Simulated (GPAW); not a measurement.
Write an ASE script for GPAW 26.7.0 that does the following.

```yaml
Task: single point
Functional: PBE
Potentials_or_basis: GPAW PAW data sets (gpaw-data 1.2.1)
Cutoff: 800 eV
Basis: pw
k_mesh: 11 × 11 × 11
Occupations: gaussian, width 0.021 eV
Spin: collinear spin, ferromagnetic start
Starting_moments: "[1.0, 0.0] μB"
Maxiter: 150
```

The structure of NiO lies in POSCAR:

```
NiO
1.0
    0.0000000000      2.0859016414      2.0859016414
    2.0859016414      0.0000000000      2.0859016414
    2.0859016414      2.0859016414      0.0000000000
Ni O
1 1
Direct
    0.0000000000      0.0000000000      0.0000000000
    0.5000000000      0.5000000000      0.5000000000
```

The input as run:

run.py

```python
from ase.dft.bandgap import bandgap
from ase.io import read, write
from ase.units import GPa
from gpaw import GPAW, PW

atoms = read('POSCAR')
atoms.set_initial_magnetic_moments([1.0, 0.0])

calc = GPAW(mode=PW(800),
            xc='PBE',
            kpts={'size': (11, 11, 11), 'gamma': True},
            occupations={'name': 'methfessel-paxton', 'order': 0, 'width': 0.020999999999999998},
            nbands=22,
            convergence={'density': 1e-05, 'energy': 1e-05},
            maxiter=150,
            txt='gpaw.txt')
atoms.calc = calc
energy = atoms.get_potential_energy()
forces = atoms.get_forces()
stress = atoms.get_stress()
calc.write('gs.gpw')
write('result.traj', atoms)
print(f'Energy: {energy:.6f} eV')
print('Forces (eV/A):')
print(forces.round(4))
print('Stress (GPa):', (stress / GPa).round(3))
print('Moments:', calc.get_magnetic_moments().round(3))
print('Fermi level:', round(calc.get_fermi_level(), 4), 'eV')
print(f'Gap: {bandgap(calc)[0]:.4f} eV, direct: {bandgap(calc, direct=True)[0]:.4f} eV')
```

Potentials or basis: GPAW PAW data sets (gpaw-data 1.2.1), pw.

Launch:

```console
$ OMP_NUM_THREADS=1 python run.py
```

It gave:

```
Pressure               : 10.2 GPa
Band gap on the k mesh : none (metal or under the smearing width)
Net moment             : 1.78 μB per cell
Site moments           : Ni +1.48; O +0.21 μB
```

Caveat: the stock nickel data set gives pressures a few GPa off other programs; a cell with one magnetic atom can't hold antiferromagnetic order, which such compounds often take; semilocal functionals often make such compounds metallic where correlation or magnetic order opens a gap, which also shifts bond lengths.

It took 71 s on 1 thread of Arm Neoverse V1, with other jobs on the host, peak memory 0.19 GiB.
